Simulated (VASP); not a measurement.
# Ge: equation of state with PBE

Crystal: Ge.

```
CELL_PARAMETERS angstrom
1.48805 -2.59469 0.00000
1.48805 2.59469 0.00000
0.00000 0.00000 4.72760
ATOMIC_POSITIONS crystal
Ge 0.33345 0.66655 0.25000
Ge 0.66655 0.33345 0.75000
```

This isn't the form of Ge at room conditions, which is diamond.

```
Program                : VASP 6.6.1
Task                   : equation of state
Functional             : PBE
Potentials or basis    : VASP PAW PBE potentials, release 64 (Ge_d)
Cutoff                 : 520 eV
k mesh                 : 10 × 10 × 6
Occupations            : fermi-dirac, width 0.05 eV
Spin                   : no spin polarisation
Further INCAR settings : ALGO = Normal; EDIFF = 1e-07; NBANDS = 21
```

```yaml
Equilibrium_volume: "19.35 Å³/atom (rough: see the caveat)"
Bulk_modulus_at_fixed_shape_and_positions: 67 GPa (rough)
```

Energy against volume, from the lowest point:
| volume (Å³/atom) | energy (meV/atom) |
| --- | --- |
| 17.158 | 63.82 |
| 17.523 | 42.72 |
| 17.888 | 26.37 |
| 18.253 | 14.32 |
| 18.618 | 6.15 |
| 18.984 | 1.48 |
| 19.349 | 0.00 |

All runs of the series together: 6.9 min on 1 thread of Intel(R) Xeon(R) Platinum 8488C (Sapphire Rapids) (shared host).

Caveat: the minimum lies outside the volumes run; the cell was scaled at fixed shape and fractional positions, which overstates the stiffness of a crystal with free parameters, most of all of layers and chains.
